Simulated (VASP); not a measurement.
# AlN in VASP 6.6.1, single-point calculation

INCAR

```
PREC = Accurate
ISMEAR = 0
LREAL = .FALSE.
LCHARG = .FALSE.
EDIFF = 1E-7
ISIF = 2
SIGMA = 0.01
METAGGA = SCAN
IBRION = -1
NSW = 0
LASPH = .TRUE.
NBANDS = 11
ENCUT = 520
NELM = 84
ALGO = Normal
LWAVE = .FALSE.
```

KPOINTS

```
KPOINTS created by Atomic Simulation Environment
0
Gamma
10 10 10
0 0 0
```

POSCAR

```
Al N
 1.0000000000000000
     0.0000000000000000    2.0592458212000002    2.0592458212000002
     2.0592458212000002    0.0000000000000000    2.0592458212000002
     2.0592458212000002    2.0592458212000002    0.0000000000000000
 Al  N
   1   1
Cartesian
  0.0000000000000000  0.0000000000000000  0.0000000000000000
  2.0592458211999998  2.0592458211999998  2.0592458211999998
```

The recommended PBE PAW datasets give the neutral cell 8 valence electrons.

Command

```
mpirun -np 1 vasp_std
```

Question: Predict the outcome of this run.

Answer: It converged. Results: gap between bands v and c on the k mesh 4.87 eV; least direct gap on the k mesh 5.62 eV; pressure -16.4 GPa. Band v is the last that the valence electrons fill when counted band by band, and c is the next.

OSZICAR

```
N       E                     dE             d eps       ncg     rms          rms(c)
DAV:   1     0.455847933702E+01    0.45585E+01   -0.40162E+03  1066   0.630E+02
DAV:   2    -0.231090950951E+02   -0.27668E+02   -0.26406E+02  1267   0.147E+02
DAV:   3    -0.239558811012E+02   -0.84679E+00   -0.84568E+00  1254   0.235E+01
DAV:   4    -0.239598291827E+02   -0.39481E-02   -0.39480E-02  1154   0.171E+00
DAV:   5    -0.239598695765E+02   -0.40394E-04   -0.40394E-04  1240   0.169E-01    0.770E+00
DAV:   6    -0.199211315549E+02    0.40387E+01   -0.62208E+00  1091   0.126E+01    0.323E+00
DAV:   7    -0.200353214006E+02   -0.11419E+00   -0.35921E-01  1157   0.493E+00    0.202E+00
DAV:   8    -0.200673600635E+02   -0.32039E-01   -0.59301E-02  1076   0.197E+00    0.374E-01
DAV:   9    -0.200669799905E+02    0.38007E-03   -0.91335E-04  1179   0.258E-01    0.692E-02
DAV:  10    -0.200672080844E+02   -0.22809E-03   -0.30974E-04  1121   0.146E-01    0.150E-02
DAV:  11    -0.200672062045E+02    0.18799E-05   -0.19344E-05  1253   0.342E-02    0.454E-03
DAV:  12    -0.200672090041E+02   -0.27996E-05   -0.87491E-07  1159   0.822E-03    0.522E-04
DAV:  13    -0.200672093453E+02   -0.34118E-06   -0.19395E-08   634   0.114E-03    0.200E-04
DAV:  14    -0.200672094165E+02   -0.71184E-07   -0.13766E-09   568   0.352E-04
   1 F= -.20067209E+02 E0= -.20067209E+02  d E =-.282703E-37
```

For comparison, a separate r²SCAN run of the intended cell, on usual settings and not on those above, gives a gap of 4.94 eV on its mesh and a pressure of -15.4 GPa.
